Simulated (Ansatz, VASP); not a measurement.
**SnH5 in VASP and in Ansatz**

```xyz
6
Lattice="4.5695 0.0000 0.0000 -2.2848 3.9573 0.0000 0.0000 0.0000 3.8235" Properties=species:S:1:pos:R:3 pbc="T T T"
Sn    0.0000    0.0000    0.0000
H     0.0000    2.6382    0.0000
H     2.2848    1.3191    0.0000
H     2.2848    0.0000    1.9117
H     1.1424    1.9787    1.9117
H    -1.1424    1.9787    1.9117
```

Change from the starting cell: species swapped into the DyFe5 type (P6/mmm, No. 191).

Alike in both runs: task single point; functional PBE; k mesh 6 × 6 × 4; occupations gaussian, width 0.1 eV; no spin polarisation.

|  | VASP | Ansatz |
| --- | --- | --- |
| version | VASP 6.6.1 | Ansatz 0.2.0 |
| potentials or method | VASP PAW PBE potentials, release 64 (Sn_d, H) | scalar-relativistic, plane waves, PAW |
| plane-wave cutoff (eV) | 520 | 420 |
| valence electrons in the cell | 19 | 19 |

|  | VASP | Ansatz | Ansatz less VASP |
| --- | --- | --- | --- |
| gap on the k mesh at the Fermi level (eV) | none | none | - |
| pressure (GPa) | -13.3 | -13.2 | +0.11 |
| largest component of the traceless stress (GPa) | 2.56 | 2.55 | -0.004 |

A gap of «none» marks a metal or a gap that the smearing closes. With one functional, cell and mesh, what is left measures potentials, basis and numerics.

Caveats: the k mesh is coarse (spacing up to 0.41 Å⁻¹), so the values aren't converged.
